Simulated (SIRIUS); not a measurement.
The system is Na2S.

```
S Na
1.0
     0.00000    3.27350    3.27350
     3.27350    0.00000    3.27350
     3.27350    3.27350    0.00000
S Na
1 2
Direct
  0.00000 0.00000 0.00000
  0.75000 0.75000 0.75000
  0.25000 0.25000 0.25000
```

| Item | Value |
| --- | --- |
| Program | SIRIUS 7.12.0 |
| Task | single point |
| Functional | PBEsol |
| Potentials or basis | all-electron FP-LAPW |
| Cutoff | 158 eV |
| Basis | apw+lo standard |
| k mesh | 7 × 7 × 7 |
| Occupations | fermi-dirac, width 0.05 eV |
| Spin | no spin polarisation |

On this cell: largest force zero by symmetry; band gap on the k mesh 2.36 eV, direct.

The same run follows on a disturbed copy (atoms moved at random):

```
S Na
1.0
     0.00000    3.27350    3.27350
     3.27350    0.00000    3.27350
     3.27350    3.27350    0.00000
S Na
1 2
Cartesian
  -0.0152 0.0065 -0.0056
  4.9285 4.9158 4.8763
  1.5859 1.6566 1.6556
```

Question: What changes?

Answer: The energy moves by +1.9 meV/atom; largest force 0.131 eV/Å; band gap on the k mesh 2.33 eV, direct.

Forces on the atoms (eV/Å):
```
S   -0.004  0.016 -0.003
Na  -0.098  0.017  0.078
Na   0.102 -0.033 -0.075
```

